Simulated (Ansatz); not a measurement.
Input for Ansatz (plane-wave DFT, PAW):

```yaml
crystal:
  lattice:
    - [3.5399390447, 0.0, 0.0]
    - [0.0, 3.5399390447, 0.0]
    - [0.0, 0.0, 5.1297060201]
  atoms:
    - { symbol: Hf, position: [0.5, 0.5, 0.5] }
    - { symbol: Hf, position: [0.0, 0.0, 0.0] }
    - { symbol: O, position: [0.0, 0.5, 0.69996345] }
    - { symbol: O, position: [0.5, 0.0, 0.80003655] }
    - { symbol: O, position: [0.5, 0.0, 0.30003655] }
    - { symbol: O, position: [0.0, 0.5, 0.19996345] }
basis:
  ecutwfc: 420
kpoints:
  mp_grid: { grid: [6, 6, 4] }
hamiltonian:
  xc: pbe
scf:
  occupations: { method: gaussian, width: 0.02 }
output:
  forces: true
  stress: true
  eigenvalues: true
  write_density: true
  write_potential: true
  elf: true
  volumetric_format: npy
relax:
  adjacent_minimum: "off"
  f_tol: 0.01
  max_steps: 30
  cell: { stress_tol: 0.1, fix: [volume] }
```

Run as
```bash
ansatz run input.yaml --threads 1 --pin off --max-ram 2560MiB --backend cpu --events-out ev --progress --plain --runs-dir out
```

Computed with Ansatz 0.2.0, DFT PBE, scalar-relativistic, plane waves, PAW.

From the run's log, abridged (iterations and final results):

```
SCF iter   1: F=—  HF=-33722.876446 eV  |F-HF|=—  |Δ(HF+E_count)|=         —  Δρ=3.57e-3  dr2=2.16e-3  ethr=1.77e-3  ⟨swp⟩=6.1  Hψ=4396  notcnv=0
SCF iter   2: F=—  HF=-33722.877452 eV  |F-HF|=—  |Δ(HF+E_count)|=   1.01e-3  Δρ=1.93e-3  dr2=8.01e-4  ethr=2.85e-6  ⟨swp⟩=2.1  Hψ=2725  notcnv=0  defer=32
SCF iter   3: F=—  HF=-33722.877905 eV  |F-HF|=—  |Δ(HF+E_count)|=   4.53e-4  Δρ=5.10e-4  dr2=1.44e-4  ethr=1.05e-6  ⟨swp⟩=2.0  Hψ=2218  notcnv=0  defer=32
SCF iter   4: F=—  HF=-33722.877887 eV  |F-HF|=—  |Δ(HF+E_count)|=   1.74e-5  Δρ=1.74e-4  dr2=1.92e-5  ethr=1.89e-7  ⟨swp⟩=2.0  Hψ=2175  notcnv=0  defer=32
SCF iter   5: F=—  HF=-33722.877748 eV  |F-HF|=—  |Δ(HF+E_count)|=   1.39e-4  Δρ=8.78e-5  dr2=4.57e-6  ethr=2.53e-8  ⟨swp⟩=2.0  Hψ=2358  notcnv=0  defer=32
SCF iter   6: F=—  HF=-33722.877750 eV  |F-HF|=—  |Δ(HF+E_count)|=   1.46e-6  Δρ=3.07e-5  dr2=7.87e-7  ethr=6.02e-9  ⟨swp⟩=2.0  Hψ=2359  notcnv=0  defer=32
SCF iter   7: F=-33722.877751 eV  HF=-33722.877751 eV  |F-HF|=1.19e-7  |Δ(HF+E_count)|=   9.04e-7  Δρ=1.43e-5  dr2=7.78e-8  ethr=1.32e-10  ⟨swp⟩=10.7  Hψ=10465  notcnv=0
SCF 1 converged in 7 iterations: F = -33722.877751 eV  dr2 = 7.78e-8
relax step   1: F+E_penalty+E_count = -33722.87775071 eV  Δ(F+E_penalty+E_count) = +0.000e0 eV  max|allowed force component| = 1.667e-1 eV/Å  Δτ_max = 0.0000 Å  P = +14.461 GPa  Ω = 64.281 Å³  fix = [volume]  reactions: volume +14.461 GPa (7 SCF iters, dr2 threshold 1.00e-7 eV, accepted)
Initial density: handed on by an earlier stage of this run
Initial wavefunctions: those handed on with the density
SCF iter   1: F=—  HF=-33722.883885 eV  |F-HF|=—  |Δ(HF+E_count)|=         —  Δρ=1.30e-3  dr2=6.42e-4  ethr=8.32e-7  ⟨swp⟩=2.2  Hψ=6109  notcnv=0
SCF iter   2: F=—  HF=-33722.883840 eV  |F-HF|=—  |Δ(HF+E_count)|=   4.54e-5  Δρ=7.72e-4  dr2=2.30e-4  ethr=8.32e-7  ⟨swp⟩=1.1  Hψ=1386  notcnv=0
SCF iter   3: F=—  HF=-33722.883763 eV  |F-HF|=—  |Δ(HF+E_count)|=   7.65e-5  Δρ=2.65e-4  dr2=3.87e-5  ethr=3.02e-7  ⟨swp⟩=2.0  Hψ=2240  notcnv=0
SCF iter   4: F=—  HF=-33722.883744 eV  |F-HF|=—  |Δ(HF+E_count)|=   1.99e-5  Δρ=6.12e-5  dr2=1.40e-6  ethr=5.09e-8  ⟨swp⟩=2.0  Hψ=2393  notcnv=0
SCF iter   5: F=-33722.883745 eV  HF=-33722.883745 eV  |F-HF|=8.31e-8  |Δ(HF+E_count)|=   1.18e-6  Δρ=2.59e-5  dr2=3.06e-7  ethr=7.89e-10  ⟨swp⟩=9.7  Hψ=11817  notcnv=0
SCF 2 converged in 5 iterations: F = -33722.883745 eV  dr2 = 3.06e-7
  Residual-converged pass: ⟨swp⟩=1.0  Hψ=1500  notcnv=0  max |occ|·‖R‖ = 7.0e-9 eV (tolerance 1.0e-8 eV) dr2=3.06e-7  dr2_onsite=2.68e-7  max |Δocc| = 0.0e0
relax step   2: F+E_penalty+E_count = -33722.88374460 eV  Δ(F+E_penalty+E_count) = -5.994e-3 eV  max|allowed force component| = 1.257e-1 eV/Å  Δτ_max = 0.0095 Å  P = +13.861 GPa  Ω = 64.281 Å³  energy of the carried Pulay correction = +1.077e-16 eV  fix = [volume]  reactions: volume +13.861 GPa (5 SCF iters, dr2 threshold 6.00e-7 eV, accepted)
SCF iter   1: F=—  HF=-33722.889946 eV  |F-HF|=—  |Δ(HF+E_count)|=         —  Δρ=3.13e-3  dr2=3.51e-3  ethr=4.60e-6  ⟨swp⟩=2.0  Hψ=5335  notcnv=0
SCF iter   2: F=—  HF=-33722.889793 eV  |F-HF|=—  |Δ(HF+E_count)|=   1.53e-4  Δρ=1.86e-3  dr2=1.29e-3  ethr=4.60e-6  ⟨swp⟩=1.1  Hψ=1386  notcnv=0
SCF iter   3: F=—  HF=-33722.889821 eV  |F-HF|=—  |Δ(HF+E_count)|=   2.79e-5  Δρ=5.94e-4  dr2=1.91e-4  ethr=1.69e-6  ⟨swp⟩=2.1  Hψ=2259  notcnv=0
SCF iter   4: F=—  HF=-33722.889804 eV  |F-HF|=—  |Δ(HF+E_count)|=   1.68e-5  Δρ=1.37e-4  dr2=6.54e-6  ethr=2.52e-7  ⟨swp⟩=2.0  Hψ=2409  notcnv=0
SCF iter   5: F=—  HF=-33722.889809 eV  |F-HF|=—  |Δ(HF+E_count)|=   5.27e-6  Δρ=5.22e-5  dr2=1.26e-6  ethr=8.61e-9  ⟨swp⟩=2.0  Hψ=2241  notcnv=0
SCF iter   6: F=-33722.889810 eV  HF=-33722.889810 eV  |F-HF|=7.85e-8  |Δ(HF+E_count)|=   6.60e-7  Δρ=1.60e-5  dr2=1.67e-7  ethr=7.89e-10  ⟨swp⟩=9.8  Hψ=11902  notcnv=0
SCF 3 converged in 6 iterations: F = -33722.889810 eV  dr2 = 1.67e-7
relax step   3: F+E_penalty+E_count = -33722.88981021 eV  Δ(F+E_penalty+E_count) = -6.066e-3 eV  max|allowed force component| = 1.036e-3 eV/Å  Δτ_max = 0.0251 Å  P = +12.624 GPa  Ω = 64.281 Å³  energy of the carried Pulay correction = -1.616e-16 eV  fix = [volume]  reactions: volume +12.624 GPa (6 SCF iters, dr2 threshold 6.00e-7 eV, accepted)
SCF iter   1: F=—  HF=-33722.889872 eV  |F-HF|=—  |Δ(HF+E_count)|=         —  Δρ=2.53e-4  dr2=1.83e-5  ethr=2.23e-8  ⟨swp⟩=3.0  Hψ=6494  notcnv=0
SCF iter   2: F=—  HF=-33722.889946 eV  |F-HF|=—  |Δ(HF+E_count)|=   7.47e-5  Δρ=1.45e-4  dr2=6.45e-6  ethr=2.23e-8  ⟨swp⟩=1.0  Hψ=1381  notcnv=0
SCF iter   3: F=-33722.889946 eV  HF=-33722.889946 eV  |F-HF|=2.84e-7  |Δ(HF+E_count)|=   5.55e-8  Δρ=2.47e-5  dr2=3.26e-7  ethr=5.89e-10  ⟨swp⟩=6.5  Hψ=10050  notcnv=0
SCF 4 converged in 3 iterations: F = -33722.889946 eV  dr2 = 3.26e-7
relax step   4: F+E_penalty+E_count = -33722.88994604 eV  Δ(F+E_penalty+E_count) = -1.358e-4 eV  max|allowed force component| = 1.079e-3 eV/Å  Δτ_max = 0.0010 Å  P = +12.543 GPa  Ω = 64.281 Å³  energy of the carried Pulay correction = +1.077e-16 eV  fix = [volume]  reactions: volume +12.543 GPa (3 SCF iters, dr2 threshold 4.48e-7 eV, accepted)
Initial wavefunctions: pseudopotential atomic-orbital guess (no wavefunctions were taken with the density)
SCF iter   1: F=—  HF=-33722.889790 eV  |F-HF|=—  |Δ(HF+E_count)|=         —  Δρ=5.27e-5  dr2=4.57e-7  ethr=5.18e-8  ⟨swp⟩=3.4  Hψ=8441  notcnv=0
SCF iter   2: F=—  HF=-33722.889873 eV  |F-HF|=—  |Δ(HF+E_count)|=   8.30e-5  Δρ=2.76e-5  dr2=9.65e-8  ethr=6.01e-10  ⟨swp⟩=2.1  Hψ=2509  notcnv=0
SCF iter   3: F=—  HF=-33722.889873 eV  |F-HF|=—  |Δ(HF+E_count)|=   2.00e-7  Δρ=1.36e-5  dr2=3.22e-8  ethr=1.27e-10  ⟨swp⟩=2.3  Hψ=2285  notcnv=0
SCF iter   4: F=—  HF=-33722.889873 eV  |F-HF|=—  |Δ(HF+E_count)|=   7.32e-8  Δρ=2.35e-6  dr2=3.20e-9  ethr=4.24e-11  ⟨swp⟩=2.0  Hψ=2288  notcnv=0
SCF iter   5: F=—  HF=-33722.889873 eV  |F-HF|=—  |Δ(HF+E_count)|=   1.43e-9  Δρ=1.33e-6  dr2=8.57e-10  ethr=4.21e-12  ⟨swp⟩=2.0  Hψ=2215  notcnv=0
SCF iter   6: F=-33722.889873 eV  HF=-33722.889873 eV  |F-HF|=5.82e-11  |Δ(HF+E_count)|=   1.03e-9  Δρ=3.05e-7  dr2=5.08e-11  ethr=1.00e-12  ⟨swp⟩=6.6  Hψ=7341  notcnv=0
SCF 5 converged in 6 iterations: F = -33722.889873 eV  dr2 = 5.08e-11
SCF converged after 6 iterations
Free energy (F): -33722.889873 eV
Harris-Foulkes:  -33722.889873 eV  (|F-HF|=5.82e-11)
Internal energy: -33722.889873 eV  (E = F + TS)
E sigma→0 (E₀):  -33722.889873 eV
Fermi energy:    18.019592 eV
--- Per-component energies (eV) ---
  E_band       = 130.686579
  E_kinetic    = 1550.900094
  E_local      = -11448.120136  (includes V_loc(G=0)·N_el)
  E_nonlocal   = -2293.186198
  E_hartree    = 5263.722083
  E_xc         = -897.574228
  E_vxc        = -912.366093  (∫ρ·V_xc dr)
  E_paw        = -14487.689887  (= ΣΔE_a)
  E_vpaw       = 2706.004950  (= ΣTr[D̂ρ^β])
  E_aug_tail   = 0.010039  (compensation charges beyond the density's cutoff)
  E_ewald      = -11410.951640
  E_smearing   =  0.000000  (= −TS)
--- Forces (eV/Å), atoms counted from 1 ---
  atom   1  Hf     0.00000000     0.00000000     0.00000000
  atom   2  Hf     0.00000000     0.00000000     0.00000000
  atom   3  O      0.00000000     0.00000000     0.00102862
  atom   4  O      0.00000000     0.00000000    -0.00102862
  atom   5  O      0.00000000     0.00000000    -0.00102862
  atom   6  O      0.00000000     0.00000000     0.00102862
--- Stress (GPa, compression-positive) ---
       12.538978       0.000000       0.000000
        0.000000      12.538978       0.000000
        0.000000       0.000000      12.606612
  P = ⅓ Tr σ = 12.5615 GPa (125.615 kbar)
--- Band table (eV; the first three rows and the last of 30) ---
  k-point 0: bands = ["-44.5171", "-44.4975", "-13.6267", "-13.2284", "-13.2284", "-13.1357", "-13.1006", "-13.1006", "-2.6038", "-0.9195", "-0.4887", "0.0440", "5.6153", "5.6153", "5.6200", "5.6327", "5.6327", "5.6470", "5.6525", "5.6597", "5.6597", "5.6812", "5.6827", "5.6827", "5.6955", "5.8692", "9.9912", "10.7329", "10.8752", "10.8752", "12.8791", "12.8791", "14.3866", "14.3866", "15.2792", "15.5440", "15.5602", "15.5602", "20.3170", "20.3527", "21.3427", "21.9185", "22.2077", "23.2916", "24.8064", "24.8064"]
  k-point 1: bands = ["-44.5142", "-44.5003", "-13.5609", "-13.2144", "-13.2099", "-13.2099", "-13.1195", "-13.1195", "-2.3287", "-0.8544", "-0.7893", "-0.1003", "5.6188", "5.6188", "5.6216", "5.6345", "5.6345", "5.6566", "5.6581", "5.6581", "5.6697", "5.6710", "5.6769", "5.6782", "5.6782", "5.8195", "10.6043", "11.0517", "11.0517", "11.3616", "12.3545", "12.3545", "14.1488", "14.7036", "14.7965", "14.7965", "15.5971", "15.5971", "20.5448", "20.6382", "21.4094", "21.6415", "22.9966", "24.1978", "24.9105", "24.9105"]
  k-point 2: bands = ["-44.5073", "-44.5073", "-13.3940", "-13.3940", "-13.1675", "-13.1675", "-13.1622", "-13.1622", "-1.6309", "-1.6309", "-0.4562", "-0.4562", "5.6239", "5.6239", "5.6342", "5.6342", "5.6370", "5.6370", "5.6586", "5.6586", "5.6666", "5.6666", "5.6720", "5.6720", "5.7315", "5.7315", "11.4670", "11.4670", "11.6989", "11.6989", "12.1889", "12.1889", "12.9234", "12.9234", "15.1035", "15.1035", "15.6290", "15.6290", "21.0523", "21.0523", "21.2512", "21.2512", "24.4935", "24.4935", "25.2135", "25.2135"]
  k-point 29: bands = ["-44.4956", "-44.4956", "-13.4643", "-13.4643", "-13.4643", "-13.4643", "-13.2597", "-13.2597", "-0.5630", "-0.5630", "-0.5630", "-0.5630", "5.6148", "5.6148", "5.6322", "5.6322", "5.6393", "5.6393", "5.6400", "5.6400", "5.6400", "5.6400", "5.6846", "5.6846", "5.6846", "5.6846", "11.0178", "11.0178", "11.0339", "11.0339", "13.6665", "13.6665", "13.6665", "13.6665", "14.3419", "14.3419", "15.7221", "15.7221", "21.6644", "21.6644", "21.7607", "21.7607", "23.3152", "23.3152", "23.3152", "23.3152"]
--- Relaxed structure (4 steps of the walk, 4 accepted, 1 SCFs on fresh bases) ---
  F+E_penalty+E_count = -33722.88987297 eV   max|allowed force component| = 1.029e-3 eV/Å   (the final SCF, on the basis selected at the relaxed cell)
  cell:  # Å, volume = 64.2812 Å³
    - [3.54857379, 0.0, 0.0]
    - [0.0, 3.54857379, 0.0]
    - [0.0, 0.0, 5.10477215]
  atoms:
    - { symbol: Hf, position: [0.49999999, 0.49999999, 0.49999999] }
    - { symbol: Hf, position: [0.0, 0.0, 0.0] }
    - { symbol: O, position: [0.0, 0.49999999, 0.70691203] }
    - { symbol: O, position: [0.49999999, 0.0, 0.79308796] }
    - { symbol: O, position: [0.49999999, 0.0, 0.29308796] }
    - { symbol: O, position: [0.0, 0.49999999, 0.20691203] }
```

The relaxation met its thresholds.

It took 36 s on 1 thread of Intel(R) Xeon(R) Platinum 8375C CPU @ 2.90GHz (Ice Lake), on a shared host, peak memory 0.46 GiB.

Spin–orbit coupling is left out, which can shift energies with elements as heavy as these.